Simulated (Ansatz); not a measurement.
# FeGe: is there a lower state than plain starts find?

Plain starts of FeGe have been run. Do the further runs listed below go lower? The cell (8 atoms) is FeGe in its deposited structure (space group P2_13). Source: COD entry 1524803, which need not be the ambient phase.

Program: Ansatz 0.2.0. Level of theory: DFT PBE, PAW, plane waves, scalar-relativistic. These are calculated values, not measurements.

1 further run of the same task is left out (it didn't finish).

## Step 1: The starting structure

It takes space group P2_13 (No. 198, cubic). Conventional cell: a = 4.689 Å, b = 4.689 Å, c = 4.689 Å, α = 90.00°, β = 90.00°, γ = 90.00°. Ge (site symmetry 3) has 7 Fe at 2.38 to 2.64 Å as nearest neighbours. Around Fe (site symmetry 3) lie 7 Ge at 2.38 to 2.64 Å.

Coordinates:

```xyz
8
Lattice="4.6890 0.0000 0.0000 0.0000 4.6890 0.0000 0.0000 0.0000 4.6890" Properties=species:S:1:pos:R:3 pbc="T T T"
Ge    3.9481    3.9481    3.9481
Ge    3.0854    0.7409    1.6036
Ge    1.6036    3.0854    0.7409
Ge    0.7409    1.6036    3.0854
Fe    0.6330    0.6330    0.6330
Fe    1.7115    4.0560    2.9775
Fe    2.9775    1.7115    4.0560
Fe    4.0560    2.9775    1.7115
```

Atoms are counted from 1 in the order of input.yaml (Fe8 and so on).

Known so far: 11 plain starts ended in 3 states. The lowest came from “spin on, no moments given (the program may seed its own), plain SCF”: ferromagnetic, site moments Fe5 1.18, Fe6 1.18, Fe7 1.18, Fe8 1.18 μB, total 4.27 μB per cell, no gap on the k-mesh, free energy -35102.5739 eV.

Runs to come: parallel moments, default search for lower states; opposed moments +--+, default search for lower states; the moments typed in its input, standard search for lower states; the moments typed in its input, symmetry off, default search.

The default search lets the program follow hints of a lower state (another filling of open shells, a soft direction), where it sees any. The standard and full searches may also try other magnetic orders and fillings, and need not reach the lowest state. With a search on, the program may also reshape the start on open shells. 

The total moment includes the space between the atomic spheres.

## Step 2: Parallel moments, default search for lower states

File input.yaml:

```yaml
crystal:
  lattice:
    - [4.689, 0.0, 0.0]
    - [0.0, 4.689, 0.0]
    - [0.0, 0.0, 4.689]
  atoms:
    - { symbol: Ge, position: [0.842, 0.842, 0.842] }
    - { symbol: Ge, position: [0.658, 0.158, 0.342] }
    - { symbol: Ge, position: [0.342, 0.658, 0.158] }
    - { symbol: Ge, position: [0.158, 0.342, 0.658] }
    - { symbol: Fe, position: [0.135, 0.135, 0.135], spin: 4.0 }
    - { symbol: Fe, position: [0.365, 0.865, 0.635], spin: 4.0 }
    - { symbol: Fe, position: [0.635, 0.365, 0.865], spin: 4.0 }
    - { symbol: Fe, position: [0.865, 0.635, 0.365], spin: 4.0 }
magnetization:
  spin_polarized: true
hamiltonian:
  xc: pbe
  pseudopotentials: { kind: paw }
basis:
  ecutwfc: 420
kpoints:
  mp_grid: { grid: [5, 5, 5] }
scf:
  occupations: { method: gaussian, width: 0.05 }
output:
  forces: true
  stress: true
```

The log of the run, shortened:

```text
[...]
Pseudopotentials: kind: paw
Pseudopotential: Ge, paw, valence charge 14, recommended cutoff 420 eV (normal), Ge.paw.azcp
Pseudopotential: Fe, paw, valence charge 16, recommended cutoff 420 eV (normal), Fe.paw.azcp
Functional definition: PBE
[...]
Crystal: 8 atoms, lattice volume = 103.096 Å³
Basis set: ecut = 420 eV, 2007 PW (Γ), exchange–correlation on 64×64×64 points (8 copies of the dense FFT grid, shifted against one another)
Bands: 82, of which v1, the nominal top of the filled ones, is band 60 counted from 1 (59 counted from 0)
Symmetry: 12 space group operations
Space group: P213 (ITA 198), of the structure as read, at distance tolerance 4.7e-5 Å
Magnetic group: BNS 198.9 (UNI 1511), of the structure as read, at distance tolerance 4.7e-5 Å
k-points: 11 of 125 (time reversal used)
[...]
Starting moments: Σ|m| = 16 μB on 4 of 8 sites
[...]
SCF iter   1: F=—  HF=-35101.645477 eV  |F-HF|=—  |Δ(HF+E_count)|=         —  Δρ=1.68e-1 (↑1.68e-1 ↓1.19e-1)  dr2=2.76e0  dr2_m=1.91e1  M=6.703 μB ∫|m|=8.175 μB  β_m=0.30  ethr=2.29e-3  ⟨swp⟩=1.2  Hψ=8094  notcnv=0
[...]
spin=Collinear: Kerker preconditioning applied to the charge; magnetization (m = ρ↑ − ρ↓) channel mixes plain (no charge-response kernel on spin).
[...]
SCF iter  13: F=-35102.573927 eV  HF=-35102.573927 eV  |F-HF|=3.15e-8  |Δ(HF+E_count)|=   1.38e-8  Δρ=3.04e-6 (↑3.04e-6 ↓2.53e-6)  dr2=3.67e-8  dr2_m=1.00e-10  M=4.266 μB ∫|m|=5.376 μB  ethr=8.33e-11  ⟨swp⟩=2.0  Hψ=5193  notcnv=0
[...]
SCF converged after 13 iterations
Magnetization: 4.2661 μB (62.1331 up, 57.8669 down)
Absolute magnetization: 5.3771 μB (∫|ρ↑−ρ↓|, with the PAW one-centre terms)
Spin contamination: 0.1232 ħ² per cell (⟨S²⟩ above its minimum at these occupations)
[...]
Free energy (F): -35102.573927 eV
[...]
E sigma→0 (E₀):  -35102.571050 eV
Entropy (-TS):   -0.005754 eV (-0.719 meV/atom)
Fermi energy:    16.791541 eV
[... 30 lines left out: energy terms, forces, stress ...]
```

It took 33 s on 2 threads of an Arm CPU, shared host; peak memory 0.52 GiB.

Nothing new: the 13 iterations lead to the state found in step 1 (ferromagnetic).

## Step 3: Opposed moments +--+, default search for lower states

Edit input.yaml of step 2 so:

```diff
@@ -11,4 +11,4 @@
     - { symbol: Fe, position: [0.135, 0.135, 0.135], spin: 4.0 }
-    - { symbol: Fe, position: [0.365, 0.865, 0.635], spin: 4.0 }
-    - { symbol: Fe, position: [0.635, 0.365, 0.865], spin: 4.0 }
+    - { symbol: Fe, position: [0.365, 0.865, 0.635], spin: -4.0 }
+    - { symbol: Fe, position: [0.635, 0.365, 0.865], spin: -4.0 }
     - { symbol: Fe, position: [0.865, 0.635, 0.365], spin: 4.0 }
```

The log of the run, shortened:

```text
[... 12 lines as in an earlier run ...]
Symmetry: 2 space group operations
Space group: P21 (ITA 4), of the structure as read, at distance tolerance 4.7e-5 Å
Magnetic group: BNS 19.27 (UNI 125), of the structure as read, at distance tolerance 4.7e-5 Å
k-points: 39 of 125 (time reversal used)
[... 6 lines as in an earlier run ...]
Starting moments: Σ|m| = 16 μB on 4 of 8 sites
Starting magnetic order: altermagnet, d-wave, planar spin-momentum locking; spin-degenerate planes through Γ normal to [0 0 1], [1 0 0] of the run's lattice
[... 2 lines as in an earlier run ...]
[...]
SCF iter   1: F=—  HF=-35101.476928 eV  |F-HF|=—  |Δ(HF+E_count)|=         —  Δρ=1.40e-1 (↑1.40e-1 ↓1.40e-1)  dr2=2.81e0  dr2_m=1.76e1  M=-0.000 μB ∫|m|=8.340 μB  β_m=0.30  ethr=2.33e-3  ⟨swp⟩=1.9  Hψ=28120  notcnv=0
[...]
[... 1 line as in an earlier run ...]
[...]
Absolute magnetization: 4.1979 μB (∫|ρ↑−ρ↓|, with the PAW one-centre terms)
Spin contamination: 1.3631 ħ² per cell (⟨S²⟩ above its minimum at these occupations)
[...]
Free energy (F): -35102.367766 eV
[...]
E sigma→0 (E₀):  -35102.365257 eV
Entropy (-TS):   -0.005018 eV (-0.627 meV/atom)
Fermi energy:    16.773427 eV
[...]
--- Forces (eV/Å), atoms counted from 1 ---
  atom   1  Ge    -0.14546378    -0.18175152    -0.20440557
  atom   2  Ge     0.14549274     0.18175751    -0.20441804
  atom   3  Ge    -0.14549274     0.18175751     0.20441804
  atom   4  Ge     0.14546378    -0.18175152     0.20440557
  atom   5  Fe    -0.23992067    -0.10559639     0.02475242
  atom   6  Fe     0.23991881     0.10559681     0.02474747
  atom   7  Fe    -0.23991881     0.10559681    -0.02474747
  atom   8  Fe     0.23992067    -0.10559639    -0.02475242
[...]
--- Stress (GPa, compression-positive) ---
       -2.966417       0.000000      -0.000013
        0.000000      -4.386635       0.000000
       -0.000012       0.000000      -2.627392
  P = ⅓ Tr σ = -3.3268 GPa (-33.268 kbar)
```

Run time: 2.2 min. Hardware: 2 threads of an Arm CPU, shared host; peak memory 0.8 GiB.

End: antiferromagnetic (magnetic neighbours of Fe6 with a moment over 0.3 of its own that point the other way: 4 of 6 at 2.87 Å, 4 of 6 at 4.29 Å), site moments Fe5 0.94, Fe6 -0.94, Fe7 -0.94, Fe8 0.94 μB, total 0.00 μB per cell, no gap on the k-mesh. Against step 1, the lowest until now, it is 25.8 meV/atom higher.

## Step 4: The moments typed in its input, standard search for lower states

Edit input.yaml of step 3 so:

```diff
@@ -13,3 +13,3 @@
     - { symbol: Fe, position: [0.635, 0.365, 0.865], spin: -4.0 }
-    - { symbol: Fe, position: [0.865, 0.635, 0.365], spin: 4.0 }
+    - { symbol: Fe, position: [0.865, 0.635, 0.365], spin: -4.0 }
 magnetization:
@@ -25,2 +25,3 @@
   occupations: { method: gaussian, width: 0.05 }
+  lower_state_search: standard
 output:
```

The log of the run, shortened:

```text
the run goes by scf.lower_state_search standard: where its kind and settings allow, a search for a lower-energy state can add stability tests and further SCF calculations, which can take several times, in some runs tens of times, as long as the SCF (see the manual's entry of the key); [...]
[... 12 lines as in an earlier run ...]
Symmetry: 3 space group operations
Space group: R3 (ITA 146), of the structure as read, at distance tolerance 4.7e-5 Å
Magnetic group: BNS 146.10 (UNI 1240), of the structure as read, at distance tolerance 4.7e-5 Å
k-points: 23 of 125 (time reversal used)
[... 6 lines as in an earlier run ...]
Starting moments: Σ|m| = 16 μB on 4 of 8 sites
[... 2 lines as in an earlier run ...]
[...]
SCF iter   1: F=—  HF=-35101.598807 eV  |F-HF|=—  |Δ(HF+E_count)|=         —  Δρ=1.53e-1 (↑1.33e-1 ↓1.53e-1)  dr2=2.79e0  dr2_m=1.83e1  M=-4.021 μB ∫|m|=8.261 μB  β_m=0.30  ethr=2.31e-3  ⟨swp⟩=1.7  Hψ=16803  notcnv=0
[...]
[... 1 line as in an earlier run ...]
[...]
SCF iter  18: F=-35102.573927 eV  HF=-35102.573927 eV  |F-HF|=2.93e-8  |Δ(HF+E_count)|=   5.22e-9  Δρ=3.01e-6 (↑3.01e-6 ↓1.72e-6)  dr2=2.90e-8  dr2_m=4.79e-10  M=-4.266 μB ∫|m|=5.376 μB  ethr=7.88e-11  ⟨swp⟩=2.0  Hψ=10502  notcnv=0
[...]
SCF converged after 18 iterations
Magnetization: -4.2661 μB (57.8669 up, 62.1331 down)
Absolute magnetization: 5.3771 μB (∫|ρ↑−ρ↓|, with the PAW one-centre terms)
Spin contamination: 0.1232 ħ² per cell (⟨S²⟩ above its minimum at these occupations)
[...]
Free energy (F): -35102.573927 eV
[...]
E sigma→0 (E₀):  -35102.571050 eV
Entropy (-TS):   -0.005754 eV (-0.719 meV/atom)
Fermi energy:    16.791577 eV
[... 30 lines left out: energy terms, forces, stress ...]
```

Wall time 90 s (2 threads of an Arm CPU, shared host); peak memory 0.62 GiB.

This is the state of step 1 again (ferromagnetic), after 18 iterations.

## Step 5: The moments typed in its input, symmetry off, default search

Edit input.yaml of step 4 so:

```diff
@@ -11,5 +11,6 @@
     - { symbol: Fe, position: [0.135, 0.135, 0.135], spin: 4.0 }
-    - { symbol: Fe, position: [0.365, 0.865, 0.635], spin: -4.0 }
-    - { symbol: Fe, position: [0.635, 0.365, 0.865], spin: -4.0 }
-    - { symbol: Fe, position: [0.865, 0.635, 0.365], spin: -4.0 }
+    - { symbol: Fe, position: [0.365, 0.865, 0.635], spin: 4.0 }
+    - { symbol: Fe, position: [0.635, 0.365, 0.865], spin: 4.0 }
+    - { symbol: Fe, position: [0.865, 0.635, 0.365], spin: 4.0 }
+  symmetry: { detect: false, time_reversal: true }
 magnetization:
@@ -25,3 +26,2 @@
   occupations: { method: gaussian, width: 0.05 }
-  lower_state_search: standard
 output:
```

The log of the run, shortened:

```text
[... 12 lines as in an earlier run ...]
Symmetry: 1 space group operations
k-points: 63 of 125 (time reversal used)
[... 6 lines as in an earlier run ...]
Starting moments: Σ|m| = 16 μB on 4 of 8 sites
[... 2 lines as in an earlier run ...]
[...]
SCF iter   1: F=—  HF=-35101.644667 eV  |F-HF|=—  |Δ(HF+E_count)|=         —  Δρ=1.68e-1 (↑1.68e-1 ↓1.19e-1)  dr2=2.76e0  dr2_m=1.91e1  M=6.703 μB ∫|m|=8.175 μB  β_m=0.30  ethr=2.28e-3  ⟨swp⟩=1.2  Hψ=46889  notcnv=0
[...]
[... 1 line as in an earlier run ...]
[...]
SCF iter  15: F=-35102.573927 eV  HF=-35102.573927 eV  |F-HF|=7.51e-8  |Δ(HF+E_count)|=   8.89e-9  Δρ=5.20e-6 (↑3.02e-6 ↓5.20e-6)  dr2=7.49e-8  dr2_m=1.39e-9  M=4.266 μB ∫|m|=5.376 μB  ethr=7.52e-11  ⟨swp⟩=2.0  Hψ=28801  notcnv=0
[...]
SCF converged after 15 iterations
Magnetization: 4.2661 μB (62.1331 up, 57.8669 down)
Absolute magnetization: 5.3771 μB (∫|ρ↑−ρ↓|, with the PAW one-centre terms)
Spin contamination: 0.1232 ħ² per cell (⟨S²⟩ above its minimum at these occupations)
[...]
Free energy (F): -35102.573927 eV
[...]
E sigma→0 (E₀):  -35102.571050 eV
Entropy (-TS):   -0.005754 eV (-0.719 meV/atom)
Fermi energy:    16.791588 eV
[... 30 lines left out: energy terms, forces, stress ...]
```

Run time: 3.4 min. Hardware: 2 threads of an Arm CPU, shared host; peak memory 0.99 GiB.

Nothing new: the 15 iterations lead to the state found in step 1 (ferromagnetic).

## Step 6: The runs side by side

| step | iterations | state | moments of Fe5 Fe6 Fe7 Fe8 (μB) | total (μB) | gap (eV) | pressure (GPa) | above lowest (meV/atom) |
| --- | --- | --- | --- | --- | --- | --- | --- |
| 1 | 16 | 1 | 1.18 1.18 1.18 1.18 | 4.27 | none | -2.8 | 0.0 |
| 2 | 13 | 1 | 1.18 1.18 1.18 1.18 | 4.27 | none | -2.8 | 0.0 |
| 3 | 17 | 2 | 0.94 -0.94 -0.94 0.94 | 0.00 | none | -3.3 | 25.8 |
| 4 | 18 | 1 | -1.18 -1.18 -1.18 -1.18 | -4.27 | none | -2.8 | 0.0 |
| 5 | 15 | 1 | 1.18 1.18 1.18 1.18 | 4.27 | none | -2.8 | 0.0 |

States are numbered from the lowest. Starts by step: 2 parallel moments, default search for lower states; 3 opposed moments +--+, default search for lower states; 4 the moments typed in its input, standard search for lower states; 5 the moments typed in its input, symmetry off, default search. Step 1 is the best of the earlier plain starts.

The 4 runs of this session took 7.6 min in all, from 33 s to 3.4 min each.

Decimal logarithm of the largest residual (eV) by iteration, counted through all cycles of a run:

| iteration | step 2 | step 3 | step 4 | step 5 |
| --- | --- | --- | --- | --- |
| 1 | 1.3 | 1.2 | 1.3 | 1.3 |
| 2 | 1.0 | 1.0 | 1.0 | 1.0 |
| 3 | 0.4 | 0.5 | 0.4 | 0.5 |
| 4 | -0.3 | -0.3 | -0.3 | -0.4 |
| 5 | -0.9 | -0.4 | -0.4 | -0.8 |
| 6 | -1.1 | -0.5 | -0.5 | -1.1 |
| 7 | -1.5 | -1.6 | -0.9 | -1.5 |
| 9 | -3.5 | -3.5 | -1.2 | -3.4 |
| 10 | -3.9 | -4.1 | -2.0 | -3.8 |
| 12 | -6.9 | -6.0 | -3.1 | -5.0 |
| 13 | -7.4 | -6.8 | -3.4 | -5.9 |
| 15 | - | -8.5 | -4.5 | -7.1 |
| 16 | - | -6.9 | -6.8 | - |
| 18 | - | - | -7.5 | - |

## Step 7: Summary of results

```
         quantity                                                      value
  distinct states  2 from 5 converged runs, the best start of step 1 counted
     lowest state                                              ferromagnetic
      its moments                  Fe5 1.18, Fe6 1.18, Fe7 1.18, Fe8 1.18 μB
     total moment                                           4.27 μB per cell
gap on the k-mesh                                                       none
         pressure                                                   -2.8 GPa
    largest force                                                 0.076 eV/Å
       next state                    antiferromagnetic, 25.8 meV/atom higher
```

In words: Nothing lower turns up: the best plain start stands. The 5 converged runs end in 2 distinct states. The best antiferromagnetic state lies 25.8 meV/atom above the best ferromagnetic one. The search isn't exhaustive: larger magnetic cells and non-collinear orders weren't tried.
